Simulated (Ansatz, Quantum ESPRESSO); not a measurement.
# CdAg in the L10 ordering: electron–phonon coupling with Quantum ESPRESSO, part 2 of 2

Each step names its level of theory.

So far, highest frequency, solved or plainly interpolated (cm⁻¹): step 4 (phonons and couplings with ph.x: Gaussian smearing of 0.2 eV) 150; step 5 (electron–phonon run: Gaussian smearing of 0.2 eV, PBE) 147. Also coupling constant λ: step 5 0.279. The relaxed cell has a = 3.162, c = 3.888 Å (conventional setting).

The structure was built from a prototype and need not be the compound's stable phase.

## 7. Second program, linear response: Gaussian smearing of 0.2 eV

Input file ph.in:

```
phonons and couplings
&INPUTPH
  prefix          = 'x'
  outdir          = './tmp'
  tr2_ph          = 1.0d-15
  fildyn          = 'x.dyn'
  fildvscf        = 'dvscf'
  ldisp           = .true.
  nq1             = 2
  nq2             = 2
  nq3             = 2
  electron_phonon = 'simple'
  el_ph_ngauss    = 0
  el_ph_sigma     = 0.00734986
  el_ph_nsigma    = 4
  alpha_mix(1)    = 0.5
  amass(1)        = 107.8682
  amass(2)        = 112.414
/
```

On the command line:

```bash
OMP_NUM_THREADS=1 mpirun -n 4 ph.x -nk 4 -in ph.in > ph.x.log
```

Elapsed: 21 min, on 4 MPI ranks of Arm Neoverse V1, shared host; 86 min of CPU time.

This step gave:

```yaml
highest_frequency_solved_or_plainly_interpolated: 149.8 cm⁻¹
omega_log_against_width: 10.99, 10.94, 10.11, 8.711 meV, at widths 0.1 to 0.4 eV
```

As ph.x prints them, no sum rule imposed; at the zone centre the sum is no linewidth. Double-delta sums:

```csv
q1,q2,q3,star,mode,omega (meV),"lambda_q, sigma 0.1 eV","lambda_q, sigma 0.2 eV","lambda_q, sigma 0.3 eV","lambda_q, sigma 0.4 eV",half width at sigma 0.2 (meV)
0,0,0,1,1,0.6086,0,0,0,0,8.27e-5
0,0,0,1,2,0.6086,0,0,0,0,8.27e-5
0,0,0,1,3,0.6981,0,0,0,0,4.14e-5
0,0,0,1,4,12.85,0.1858,0.1225,0.068,0.0436,0.01609
0,0,0,1,5,12.85,0.1858,0.1225,0.068,0.0436,0.01609
0,0,0,1,6,16.67,0,0.0165,0.0432,0.0415,0.003639
0,0,-0.5,1,1,9.044,0.5386,0.1918,0.0974,0.0657,0.01249
0,0,-0.5,1,2,9.044,0.5386,0.1918,0.0974,0.0657,0.01249
0,0,-0.5,1,3,9.089,0.0195,0.036,0.0518,0.0509,0.002357
0,0,-0.5,1,4,9.089,0.0195,0.036,0.0518,0.0509,0.002357
0,0,-0.5,1,5,12.81,0.1574,0.0927,0.0732,0.062,0.01212
0,0,-0.5,1,6,13.31,1.004,0.4328,0.2622,0.1923,0.06108
0,-0.5,0,2,1,9.085,0,8.00e-4,0.0026,0.0049,4.14e-5
0,-0.5,0,2,2,9.194,0,3.00e-4,0.002,0.0055,4.14e-5
0,-0.5,0,2,3,10.8,0,0.0176,0.0354,0.0374,0.001613
0,-0.5,0,2,4,11.16,0,0.0183,0.0368,0.0385,0.00182
0,-0.5,0,2,5,12.32,0,0.0081,0.0248,0.0385,9.93e-4
0,-0.5,0,2,6,14.86,0,0.0078,0.0373,0.0679,0.001365
0,-0.5,-0.5,2,1,3.099,0,0.0157,0.0571,0.133,1.24e-4
0,-0.5,-0.5,2,2,5.067,0,2.00e-4,0.0141,0.056,0
0,-0.5,-0.5,2,3,9.568,0,1.00e-4,3.00e-4,3.00e-4,0
0,-0.5,-0.5,2,4,10.1,0,3.00e-4,8.00e-4,0.0014,4.14e-5
0,-0.5,-0.5,2,5,17.47,0,0.01,0.0197,0.0193,0.00244
0,-0.5,-0.5,2,6,18.57,0,0.0103,0.02,0.0198,0.002812
-0.5,-0.5,0,1,1,6.874,0,1.00e-4,0.0029,0.0086,0
-0.5,-0.5,0,1,2,6.874,0,1.00e-4,0.0029,0.0086,0
-0.5,-0.5,0,1,3,11.43,0,0,2.00e-4,9.00e-4,0
-0.5,-0.5,0,1,4,11.57,0,0,6.00e-4,0.0025,0
-0.5,-0.5,0,1,5,17.31,0,0,0.0012,0.0044,0
-0.5,-0.5,0,1,6,17.31,0,0,0.0012,0.0044,0
-0.5,-0.5,-0.5,1,1,11.19,0,1.00e-4,0.0055,0.021,0
-0.5,-0.5,-0.5,1,2,11.48,0,0,0.0025,0.0098,0
-0.5,-0.5,-0.5,1,3,11.48,0,0,0.0025,0.0098,0
-0.5,-0.5,-0.5,1,4,12.02,0,1.00e-4,0.0046,0.0173,0
-0.5,-0.5,-0.5,1,5,13.95,0,0,0.0025,0.0096,0
-0.5,-0.5,-0.5,1,6,13.95,0,0,0.0025,0.0096,0
```

Mean over the q mesh without its centre; few wavevectors enter, so none of the widths can be taken as converged. Table of coupling constant λ, lambda by Gaussian width:

```csv
Gaussian width (eV),"coupling constant λ, lambda"
0.100,0.325
0.200,0.166
0.300,0.166
0.400,0.206
```

λ runs from 0.325 at 0.1 eV to 0.206 at 0.4 eV.

## 8. Outcome

| Quantity | Value |
| --- | --- |
| run | PBE, q 2×2×2, k 6×6×4, scattering 8×8×8 (Gaussian smearing of 0.2 eV) |
| coupling constant λ | 0.279 |
| log mean phonon energy ħω_log | 9.21 meV |
| states at the Fermi level | 0.274 states/eV/spin/cell |
| resistivity at 300 K | 4.97, 4.97, 4.31 μΩ cm (xx, yy, zz) |
| Drude plasma energy | 8.09, 8.09, 8.98 eV (xx, yy, zz) |
| resistivity times mean free path | 10.6, 10.6, 8.71 × 10⁻¹⁶ Ω m² (xx, yy, zz) |
| change between its two finest scattering meshes | λ 4 %, resistivity at 300 K 103 % |
| time of that run | 57 s |
| coupling λ by Gaussian sums at 0.2 eV, Quantum ESPRESSO, GBRV, cutoff 612 eV, q 2×2×2, k 6×6×6 | 0.0790 |
| coupling λ by Gaussian sums at 0.2 eV, Quantum ESPRESSO, GBRV, cutoff 612 eV, q 2×2×2, k 10×10×8 | 0.166 |

In words: On the last rung that gave a resistivity at the base settings (q 2×2×2, k 6×6×4, scattering 8×8×8), CdAg in the L10 ordering has λ = 0.28 and a phonon-limited resistivity of 4.75 μΩ cm at 300 K. Under gradient-corrected functionals ph.x can misplace modes where the density is low; no frozen-phonon run checks these frequencies. In the last run that gave them, λ from the Gaussian sums still varies by a factor of 2.0 between widths of 0.1 and 0.4 eV; these sums hold few wavevectors and leave out the zone centre. The coupling is weak (λ = 0.28 in the run with Gaussian smearing of 0.2 eV), so phonons raise the electrons' mass at the Fermi surface by about 28 %. Values of ρ(T) under 50 K rest on the softest modes, mostly interpolated ones, and are the least sure of the table. The high-temperature form ρ = 2π k_B T λ_tr/(ħ ε₀ ω_p²) gives 5.10 μΩ cm along x at 300 K, against 4.97 from the Boltzmann equation. The three lowest branches give 60 % of λ. By the run's own test, which takes the component that moves most, the resistivity at 300 K moves by 103 % between its two finest scattering meshes, so it is not converged. In the run quoted no mode is imaginary at the wavevectors of the 2×2×2 mesh; wavevectors off that mesh are interpolated. Only scattering by harmonic phonons counts; impurities, grain boundaries and thermal expansion are left out. The structure was built by hand as an ordered model, and its stability against other phases was not tested.

[Logs are printed without paths, hosts, clocks, repeated set-up lines and the standing remarks that a program may print on its own settings, such as how far it seeks lower states.]

[Hosts, paths, dates, database ids (printed as entryN), source tags and the programs' standing remarks are cut or masked in the printed files.]
